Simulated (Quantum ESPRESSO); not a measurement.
# SnSe under changes of volume

One of the cells (26.676 Å³/atom); the others are scaled copies at fixed shape and fractional positions:

```
CELL_PARAMETERS angstrom
11.42000 0.00000 0.00000
0.00000 4.19000 0.00000
0.00000 0.00000 4.46000
ATOMIC_POSITIONS crystal
Sn 0.87700 0.75000 0.90900
Sn 0.62300 0.25000 0.40900
Sn 0.37700 0.75000 0.59100
Sn 0.12300 0.25000 0.09100
Se 0.64300 0.75000 0.98400
Se 0.85700 0.25000 0.48400
Se 0.14300 0.75000 0.51600
Se 0.35700 0.25000 0.01600
```

* Program: Quantum ESPRESSO 7.5
* Functional: PBE
* Potentials or basis: SSSP 1.3 efficiency PBE
* Cutoff: 816 eV
* Density cutoff: 6531 eV
* k mesh: 3 × 6 × 6
* Occupations: fermi-dirac, width 0.05 eV
* Spin: no spin polarisation

| volume (Å³/atom) | energy over the lowest point (meV/atom) | pressure (GPa) | gap on the mesh (eV) |
| --- | --- | --- | --- |
| 25.076 | ? | ? | ? |
| 25.609 | 33.81 | 5.0 | 0.53 |
| 26.143 | 19.35 | 3.7 | 0.53 |
| 26.676 | 9.16 | 2.4 | 0.54 |
| 27.210 | 2.84 | 1.3 | 0.55 |
| 27.743 | 0.00 | 0.3 | 0.56 |
| 28.277 | 0.30 | -0.5 | 0.58 |

Question: What does the run at 25.076 Å³/atom give?

Answer: Energy over the lowest point 53.02 meV/atom; pressure 6.5 GPa; gap on the mesh 0.53 eV.

Worked out: A Birch-Murnaghan fit of order 3 (a polynomial in V^(-2/3)) to the other rows has its minimum at 27.95 Å³/atom with B0 = V·E''(V) = 48 GPa and B' = 4.3 at fixed shape and positions, which overstates the stiffness. It gives 52.99 meV/atom at 25.076 Å³/atom, against the run's 53.02, and -dE/dV = 6.5 GPa, against 6.5. A straight line through the other rows of the gap, of slope 0.503 eV per unit of ln V, extrapolates to 0.51 eV, against the run's 0.53.

Energies are extrapolated to zero smearing.

Caveats: spin-orbit coupling is left out, which moves the levels of the heavy elements; an odd mesh through Γ misses points on the zone boundary, where band edges often lie; this functional lacks dispersion, which binds the layers, so the pressure and a relaxed spacing across them are unreliable (some runs).
